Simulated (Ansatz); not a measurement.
Si (Fd-3m) at 3 levels of theory

One geometry, relaxed with PBE; plane waves with PAW potentials in Ansatz, scalar-relativistic. No spin polarisation. Gaps are the least over mesh and band path; pressure is positive in compression, and isn't given for hybrids.

```cif
data_structure
_symmetry_space_group_name_H-M 'Fd-3m:1'
_symmetry_Int_Tables_number 227
_cell_length_a 5.4694
_cell_length_b 5.4694
_cell_length_c 5.4694
_cell_angle_alpha 90.000
_cell_angle_beta 90.000
_cell_angle_gamma 90.000
_cell_volume 163.61
loop_
_atom_site_label
_atom_site_type_symbol
_atom_site_symmetry_multiplicity
_atom_site_Wyckoff_symbol
_atom_site_fract_x
_atom_site_fract_y
_atom_site_fract_z
_atom_site_occupancy
Si1 Si 8 b 0.00000 0.00000 0.50000 1
```

| level | cutoff (eV) | k mesh | gap (eV) | pressure (GPa) |
| --- | --- | --- | --- | --- |
| PBE | 420 | 12×12×12 | 0.61 | 0.0 |

What comes out on the same cell with r2SCAN, HSE06?

| level | cutoff (eV) | k mesh | gap (eV) | pressure (GPa) |
| --- | --- | --- | --- | --- |
| r2SCAN | 500 | 12×12×12 | 0.79 | -1.3 |
| HSE06 | 420 | 8×8×8 | 1.21 | - |

The cell was reached from a generator's guess, though it ends in a space group that the Crystallography Open Database lists for this formula.
